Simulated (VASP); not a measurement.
# Al2O3 (Corundum) (R-3c) in VASP: a series of runs

The runs below take Al2O3 (Corundum) through single point, with PBEsol.

All numbers are computed with VASP 6.6.1; they aren't measurements. Logs are shortened: lines on timing, memory, paths and dates and some standing lists are left out, and cuts for length are marked.

**Measured values to compare with.**

From “Multi-petahertz electron interference in Cr:Al2O3 solid-state material”, 2018, pmc:5906618, for a bulk crystal of Al2O3: band gap 8.7 eV (optical).

The results are compared with them further down.

## (1) The crystal as given

The structure is trigonal, space group R-3c (No. 167). Conventional cell: a = 4.914 Å, b = 4.914 Å, c = 13.415 Å, α = 90.00°, β = 90.00°, γ = 120.00°. Al (site symmetry 3) is surrounded by 6 O at 1.91 to 2.04 Å. Around O (site symmetry 2) lie 4 Al at 1.91 to 2.04 Å.

## (2) Single point, PBEsol

File INCAR:

```
PREC = Accurate
ENCUT = 520
EDIFF = 1E-6
ISMEAR = 1
SIGMA = 0.05
LREAL = F
LASPH = T
NELM = 100
ALGO = Fast
ISIF = 2
LWAVE = F
LCHARG = F
GGA = PS
NBANDS = 35
```

File KPOINTS:

```
Automatic mesh
0
Gamma
  5 5 5
```

File POSCAR:

```
Al2O3
1.0
    2.4570847448      1.4186006259      4.4717032637
   -2.4570847448      1.4186006259      4.4717032637
    0.0000000000     -2.8372012517      4.4717032637
Al O
4 6
Direct
    0.3521600000      0.3521600000      0.3521600000
    0.1478400000      0.1478400000      0.1478400000
    0.6478400000      0.6478400000      0.6478400000
    0.8521600000      0.8521600000      0.8521600000
    0.5566800000      0.9433200000      0.2500000000
    0.2500000000      0.5566800000      0.9433200000
    0.9433200000      0.2500000000      0.5566800000
    0.4433200000      0.0566800000      0.7500000000
    0.7500000000      0.4433200000      0.0566800000
    0.0566800000      0.7500000000      0.4433200000
```

Potentials or basis: VASP PAW PBE potentials, release 64 (Al, O).

Run with:

```sh
cat potpaw_PBE.64/Al/POTCAR potpaw_PBE.64/O/POTCAR > POTCAR
mpirun -np 1 vasp_std > vasp.out
```

OUTCAR:

```text
PREC = Accurate
   ENCUT = 520
   EDIFF = 1E-6
   ISMEAR = 1
   LREAL = F
   LASPH = T
   NELM = 100
   ISIF = 2
   GGA = PS

 ion  position               nearest neighbor table
   1  0.352  0.352  0.352-  10 1.91   8 1.91   9 1.91   5 2.04   6 2.04   7 2.04   2 2.74   3 2.88
                             3 2.88   3 2.88   2 3.32   2 3.32   2 3.32
   2  0.148  0.148  0.148-   9 1.91   8 1.91  10 1.91   5 2.04   7 2.04   6 2.04   1 2.74   4 2.88
                             4 2.88   4 2.88   1 3.32   1 3.32   1 3.32
   3  0.648  0.648  0.648-   7 1.91   5 1.91   6 1.91   8 2.04   9 2.04  10 2.04   4 2.74   1 2.88
                             1 2.88   1 2.88   4 3.32   4 3.32   4 3.32
   4  0.852  0.852  0.852-   6 1.91   5 1.91   7 1.91   8 2.04  10 2.04   9 2.04   3 2.74   2 2.88
                             2 2.88   2 2.88   3 3.32   3 3.32   3 3.32
   5  0.557  0.943  0.250-   3 1.91   4 1.91   1 2.04   2 2.04
   6  0.250  0.557  0.943-   4 1.91   3 1.91   1 2.04   2 2.04
   7  0.943  0.250  0.557-   3 1.91   4 1.91   2 2.04   1 2.04
   8  0.443  0.057  0.750-   1 1.91   2 1.91   3 2.04   4 2.04
   9  0.750  0.443  0.057-   2 1.91   1 1.91   3 2.04   4 2.04
  10  0.057  0.750  0.443-   1 1.91   2 1.91   4 2.04   3 2.04

  LATTYP: Found a trigonal (rhomboedric) cell.
 ALAT       =     5.2958307429
 COS(alpha) =     0.5694705198

  Lattice vectors:

 A1 = (   2.4570847448,   1.4186006259,   4.4717032637)
 A2 = (  -2.4570847448,   1.4186006259,   4.4717032637)
 A3 = (   0.0000000000,  -2.8372012517,   4.4717032637)

Analysis of symmetry for initial positions (statically):
=====================================================================
 Subroutine PRICEL returns:
 Original cell was already a primitive cell.

 Routine SETGRP: Setting up the symmetry group for a
 trigonal (rhombohedral) supercell.

 Subroutine GETGRP returns: Found 12 space group operations
 (whereof  6 operations were pure point group operations)
 out of a pool of 12 trial point group operations.

The static configuration has the point symmetry S_6 .
 The point group associated with its full space group is D_3d.

Analysis of symmetry for dynamics (positions and initial velocities):
=====================================================================
 Subroutine PRICEL returns:
 Original cell was already a primitive cell.

 Routine SETGRP: Setting up the symmetry group for a
 trigonal (rhombohedral) supercell.

 Subroutine GETGRP returns: Found 12 space group operations
 (whereof  6 operations were pure point group operations)
[... 124 lines left out ...]
   NELECT =      48.0000    total number of electrons
   NUPDOWN=      -1.0000    fix difference up-down
   EMIN   =  10.00;   EMAX   =-10.00  energy-range for DOS
   EFERMI =   0.00;   METHOD = LEGACY
   ISMEAR =     1;   SIGMA  =   0.05  broadening in eV -4-tet -1-fermi 0-gaus
   EFERMI_NEDOS =   21; number of points for ismear=-14 and -15
   IALGO  =     68    algorithm
   IMIX   =      4    mixing-type and parameters
     AMIX     =   0.40;   BMIX     =  1.00
     AMIX_MAG =   1.60;   BMIX_MAG =  1.00
  volume/ion in A,a.u.               =       9.35        63.11
  Fermi-wavevector in a.u.,A,eV,Ry     =   1.310752  2.476961 23.375759  1.718070
  Thomas-Fermi vector in A             =   2.441260
   LORBIT       =      0    0 simple, 1 ext, 2 COOP (PROOUT), +10 PAW based schemes
   GGA     = PS    functional components
   LHFCALC =     F    Hartree Fock is set to
   AEXX    =    0.0000 exact exchange contribution
   IVDW    =     0    specifies the selected vdW correction
   LEPSILON=     F    determine dielectric tensor
   LRPA    =     F    only Hartree local field effects (RPA)
 non-spin polarized calculation
 RMM-DIIS sequential band-by-band and
 Methfessel and Paxton  Order N= 1 SIGMA  =   0.05
  energy-cutoff  :      520.00
  volume of cell :       93.52
 maximum number of plane-waves:      2532
   NGX = 19   NGY = 19   NGZ = 19

 number of electron      47.9999990 magnetization

 Free energy of the ion-electron system (eV)
  ---------------------------------------------------
  ext. energy  EPLUGINS =         0.00000000
  ---------------------------------------------------
  free energy    TOTEN  =       -78.19729590 eV

  energy without entropy =      -78.19832357  energy(sigma->0) =      -78.19763846

 E-fermi :   5.0005     XC(G=0): -11.4752

 val. band max:        4.9765279347   @ k =   0.0000   0.0000   0.0000
 cond. band min:       5.0014125714   @ k =   0.0000   0.0000   0.0000
 fundamental gap:      0.0248846367
 Fermi energy:         5.0005240800

 k-point     1 :       0.0000    0.0000    0.0000
  band No.  band energies     occupation
      1     -13.5017      2.00000
      2     -11.4775      2.00000
      3     -11.2445      2.00000
      4     -11.2445      2.00000
      5     -10.9623      2.00000
      6     -10.9623      2.00000
[... 711 lines left out ...]
     34      17.3732      0.00000
     35      18.4312      0.00000

------------------------ aborting loop because EDIFF is reached ----------------------------------------

  FORCE on cell =-STRESS in cart. coord.  units (eV):
  Direction    XX          YY          ZZ          XY          YZ          ZX
  --------------------------------------------------------------------------------------
  -------------------------------------------------------------------------------------
  Total      -10.6707665    -10.6707979    -10.2245158      0.0000000     -0.0000000      0.0000000
  in kB     -182.8107327   -182.8112706   -175.1656011      0.0000000     -0.0000000      0.0000000
  external PRESSURE =    -180.2625348 kB  Pullay stress =       0.0000000 kB

 VOLUME and BASIS-vectors are now :
 -----------------------------------------------------------------------------
  energy-cutoff  :      520.00
  volume of cell :       93.52
      direct lattice vectors                 reciprocal lattice vectors
     2.457084745  1.418600626  4.471703264     0.203493185  0.117486672  0.074542811
    -2.457084745  1.418600626  4.471703264    -0.203493185  0.117486672  0.074542811
     0.000000000 -2.837201252  4.471703264     0.000000000 -0.234973344  0.074542811

 POSITION                                       TOTAL-FORCE (eV/Angst)
 -----------------------------------------------------------------------------------
      0.00000      0.00000      4.72427        -0.000000      0.000000      0.008087
      0.00000      0.00000      1.98329        -0.000000     -0.000000     -0.008087
      0.00000      0.00000      8.69084        -0.000000     -0.000000     -0.008087
      0.00000      0.00000     11.43182        -0.000000      0.000000      0.008087
     -0.95001      1.41860      7.82548        -0.157215     -0.000000      0.000000
     -0.75354     -1.53203      7.82548         0.078608     -0.136153     -0.000000
      1.70355      0.11343      7.82548         0.078608      0.136153     -0.000000
      0.95001     -1.41860      5.58963         0.157215     -0.000000     -0.000000
      0.75354      1.53203      5.58963        -0.078608      0.136153     -0.000000
     -1.70355     -0.11343      5.58963        -0.078608     -0.136153     -0.000000
 -----------------------------------------------------------------------------------
    total drift:                               -0.000000      0.000000     -0.000000

  FREE ENERGIE OF THE ION-ELECTRON SYSTEM (eV)
  ---------------------------------------------------
  free  energy   TOTEN  =       -78.1972958975 eV

  energy  without entropy=      -78.1983235732  energy(sigma->0) =      -78.19763846
```

OSZICAR:

```text
N       E                     dE             d eps       ncg     rms          rms(c)
DAV:   1     0.215681007984E+03    0.21568E+03   -0.24794E+04  1330   0.129E+03
DAV:   2    -0.720818721157E+02   -0.28776E+03   -0.27899E+03  1686   0.275E+02
DAV:   3    -0.850977974464E+02   -0.13016E+02   -0.12967E+02  1708   0.603E+01
DAV:   4    -0.852024526520E+02   -0.10466E+00   -0.10458E+00  1668   0.624E+00
DAV:   5    -0.852037492959E+02   -0.12966E-02   -0.12964E-02  1686   0.693E-01    0.159E+01
RMM:   6    -0.781735710458E+02    0.70302E+01   -0.23419E+01  1396   0.218E+01    0.506E+00
RMM:   7    -0.782285989832E+02   -0.55028E-01   -0.17138E+00  1652   0.553E+00    0.333E+00
RMM:   8    -0.782020049061E+02    0.26594E-01   -0.23380E-01  1592   0.339E+00    0.571E-01
RMM:   9    -0.781961990528E+02    0.58059E-02   -0.40869E-02  1707   0.937E-01    0.247E-01
RMM:  10    -0.781989962651E+02   -0.27972E-02   -0.26989E-02  1701   0.764E-01    0.276E-01
RMM:  11    -0.781973005884E+02    0.16957E-02   -0.39610E-03  1648   0.317E-01    0.761E-02
RMM:  12    -0.781973029463E+02   -0.23578E-05   -0.15116E-03  1695   0.202E-01    0.290E-02
RMM:  13    -0.781972961838E+02    0.67624E-05   -0.79914E-05  1713   0.489E-02    0.105E-02
RMM:  14    -0.781972956878E+02    0.49602E-06   -0.30650E-05  1685   0.248E-02    0.474E-03
RMM:  15    -0.781972958975E+02   -0.20971E-06   -0.43276E-06  1383   0.904E-03
   1 F= -.78197296E+02 E0= -.78197638E+02  d E =0.102768E-02
```

stdout:

```text
POSCAR found type information on POSCAR AlO
 POSCAR found :  2 types and      10 ions
 scaLAPACK will be used
 -----------------------------------------------------------------------------
|                                                                             |
|                                                                             |
|     You enforced a specific xc type in the INCAR file but a different       |
|     I HOPE YOU KNOW WHAT YOU ARE DOING!                                     |
|                                                                             |
 -----------------------------------------------------------------------------

 LDA part: xc-table for (Slater+PW92), standard interpolation
 POSCAR, INCAR and KPOINTS ok, starting setup
 FFT: planning ... GRIDC
 FFT: planning ... GRID_SOFT
 FFT: planning ... GRID
 WAVECAR not read
 entering main loop
```

It took 73 s on 1 thread of Intel Xeon Platinum 8488C (Sapphire Rapids), shared host; peak memory 0.24 GiB.

Results:

| Item | Value |
| --- | --- |
| Free energy | -78.1973 eV |
| Pressure | -18.0 GPa |
| Largest force | 0.157 eV/Å |
| Band gap on the k mesh | 4.97 eV, direct |

Forces in eV/Å, atoms in the order of the input:
```
Al   0.000  0.000  0.008
Al   0.000  0.000 -0.008
Al   0.000  0.000 -0.008
Al   0.000  0.000  0.008
O   -0.157  0.000  0.000
O    0.079 -0.136  0.000
O    0.079  0.136  0.000
O    0.157  0.000  0.000
O   -0.079  0.136  0.000
O   -0.079 -0.136  0.000
```

Stress tensor (GPa, compression positive):
```
-18.28   0.00   0.00
  0.00 -18.28   0.00
  0.00   0.00 -17.52
```

Caveat: so large a pressure means that the cell lies far from this level's equilibrium, or that cutoff or potentials fall short; the potentials were made for another functional, which shifts forces and pressure.

## (3) Single point, PBEsol

This run uses another cell than the first one, of 8.29 Å³/atom, 0.886 times its volume.

File INCAR:

```
  ALGO = Normal
  EDIFF = 1E-6
  ENCUT = 520
  GGA = PS
  ISIF = 2
  ISMEAR = 1
  LASPH = T
  LCHARG = T
  LELF = T
  LREAL = F
  LVHAR = T
  LWAVE = F
  NBANDS = 35
  NELM = 100
  PREC = Accurate
  SIGMA = 0.05
```

File KPOINTS:

```
k-points
0
Gamma
  5 5 5
```

POSCAR, as its differences from that of step 2:

```diff
@@ -2,5 +2,5 @@
 1.0
-    2.4570847448      1.4186006259      4.4717032637
-   -2.4570847448      1.4186006259      4.4717032637
-    0.0000000000     -2.8372012517      4.4717032637
+    2.3602469535      1.3626912187      4.2954660100
+   -2.3602469535      1.3626912187      4.2954660100
+    0.0000000000     -2.7253824374      4.2954660100
 Al O
```

Potentials or basis: VASP PAW PBE potentials, release 64 (Al, O).

Run with:

```sh
cat potpaw_PBE.64/Al/POTCAR potpaw_PBE.64/O/POTCAR > POTCAR
mpirun -np 1 vasp_std > vasp.out
```

Run time: 53 s. Hardware: 1 thread of Intel Xeon Platinum 8488C (Sapphire Rapids), shared host; peak memory 0.23 GiB.

Results (log left out):

```yaml
Free_energy: -78.5873 eV
Pressure: 8.5 GPa
Largest_force: 0.068 eV/Å
Band_gap_on_the_k_mesh: 6.44 eV, direct
```

Forces on the atoms (eV/Å):
```
Al   0.000  0.000 -0.068
Al   0.000  0.000  0.068
Al   0.000  0.000  0.068
Al   0.000  0.000 -0.068
O   -0.063  0.000  0.000
O    0.032 -0.055  0.000
O    0.032  0.055  0.000
O    0.063  0.000  0.000
O   -0.032  0.055  0.000
O   -0.032 -0.055  0.000
```

Stress tensor (GPa, compression positive):
```
8.94 0.00 0.00
0.00 8.94 0.00
0.00 0.00 7.65
```

Levels at points of the mesh, in eV from the valence-band top:
```csv
k point,band 22,band 23,band 24,band 25,band 26,band 27
"(0.00, 0.00, 0.00)",-0.05,-0.05,0.00,6.44,9.18,10.98
```

Caveat: the PAW data sets were made with another functional, which shifts forces and pressure a little.

## (4) How close it comes

Step 2. Against the measured gap of Al2O3, 8.7 eV (optical; quoted in “Multi-petahertz electron interference in Cr:Al2O3 solid-state material”, 2018, pmc:5906618), the calculated 4.97 eV is off by -3.73 eV. The value is that of PBEsol, without temperature or zero-point motion. Semilocal functionals fall short of measured gaps as a rule.

Step 3. Against the measured gap of Al2O3, 8.7 eV (optical; quoted in “Multi-petahertz electron interference in Cr:Al2O3 solid-state material”, 2018, pmc:5906618), the calculated 6.44 eV is off by -2.26 eV. The value is that of PBEsol, without temperature or zero-point motion. Semilocal functionals fall short of measured gaps as a rule.
